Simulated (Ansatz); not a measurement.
Crystal: FeO (Wuestite).

```
CELL_PARAMETERS angstrom
0.00000 2.15540 2.15540
2.15540 0.00000 2.15540
2.15540 2.15540 0.00000
ATOMIC_POSITIONS crystal
Fe 0.00000 0.00000 0.00000
O 0.50000 0.50000 0.50000
```

| Item | Value |
| --- | --- |
| Program | Ansatz 0.2.0 |
| Task | relaxation of cell and atoms |
| Functional | PBE |
| Dispersion | D4 |
| Potentials or basis | Ansatz PAW |
| Cutoff | 420 eV (not typed: the program's choice for these potentials) |
| k mesh | 8 × 8 × 8 |
| Occupations | fermi-dirac, width 0.05 eV |
| Spin | collinear spin, ferromagnetic start |
| Starting moments | [3.0, 0.0] μB |

At the start: volume 10.01 Å³/atom.

Task: Where does the relaxation end?

Result: It ends after 13 steps and the volume is 9.84 Å³/atom (-1.7 %); space group Fm-3m (No. 225, to 0.05 Å); moment 4.00 μB per cell.

Step by step:
```
step  energy change (eV)  largest force (eV/Å)  volume (Å³)
   1              0.0000                0.0000        20.03
   2             -0.0071                0.0000        19.73
   3             -0.0071                0.0000        19.73
   4             -0.0072                0.0000        19.72
   5             -0.0073                0.0000        19.71
   6             -0.0075                0.0000        19.70
   7             -0.0076                0.0000        19.67
   8             -0.0075                0.0000        19.69
   9             -0.0076                0.0000        19.68
  10             -0.0076                0.0000        19.68
  11             -0.0063                0.0000        19.68
  12             -0.0063                0.0000        19.68
  13             -0.0063                0.0000        19.68
```

Final structure:
```
Fe O
1.0
     0.00000    2.14289    2.14289
     2.14289    0.00000    2.14289
     2.14289    2.14289    0.00000
Fe O
1 1
Direct
  0.00000 0.00000 0.00000
  0.50000 0.50000 0.50000
```

Caveat: the plane-wave basis is chosen anew once the cell has moved, so the energies of steps on either side of that aren't comparable; the pressure holds a Pulay correction of +0.7 GPa for the finite cutoff; a cell with one magnetic atom can't hold antiferromagnetic order, which such compounds often take; pairwise dispersion overbinds metals, which lowers pressure and volume.
